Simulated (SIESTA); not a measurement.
## Ta2N under changes of volume

One of the cells (13.895 Å³/atom); the others are scaled copies at fixed shape and fractional positions:

```
Ta N
1.0
     3.13348    0.00000    0.00000
    -1.56674    2.71367    0.00000
     0.00000    0.00000    4.90209
Ta N
2 1
Direct
  0.33333 0.66667 0.25471
  0.66667 0.33333 0.74529
  0.00000 0.00000 0.00000
```

The cell comes from a database or a generator and needn't be the stable form of this composition.

| Quantity | Value |
| --- | --- |
| Program | SIESTA 5.4.2 |
| Functional | PBE |
| Potentials or basis | PseudoDojo 0.4 standard (PBE files) |
| Basis | DZP (energy shift 0.003 Ry; two zetas on semicore shells) |
| Grid cutoff | 800 Ry |
| Energy shift | 0.003 Ry |
| k mesh | 10 × 10 × 6 |
| Occupations | fermi-dirac, width 0.05 eV |
| Spin | no spin polarisation |

```csv
volume (Å³/atom),energy over the lowest point (meV/atom),pressure (GPa),largest force (eV/Å)
12.805,56.50,22.2,0.991
13.077,25.27,14.7,0.829
13.350,6.34,7.8,0.681
13.895,0.00,-3.7,0.410
14.167,10.68,-8.7,0.297
14.439,?,?,?
```

Problem. What does the run at 14.439 Å³/atom give?

Solution. Energy over the lowest point 29.24 meV/atom; pressure -13.0 GPa; largest force 0.191 eV/Å.

Worked out: A Birch-Murnaghan fit of order 3 (a polynomial in V^(-2/3)) to the other rows has its minimum at 13.71 Å³/atom with B0 = V·E''(V) = 282 GPa and B' = 4.3 at fixed shape and positions, which overstates the stiffness. It gives 29.24 meV/atom at 14.439 Å³/atom, against the run's 29.24, and -dE/dV = -13.1 GPa, against -13.0.

Energies are extrapolated to zero smearing.

Caveats: short orbitals over semicore shells can move pressures by several GPa; the basis of atomic orbitals isn't converged, which shifts pressures, moduli and gaps.
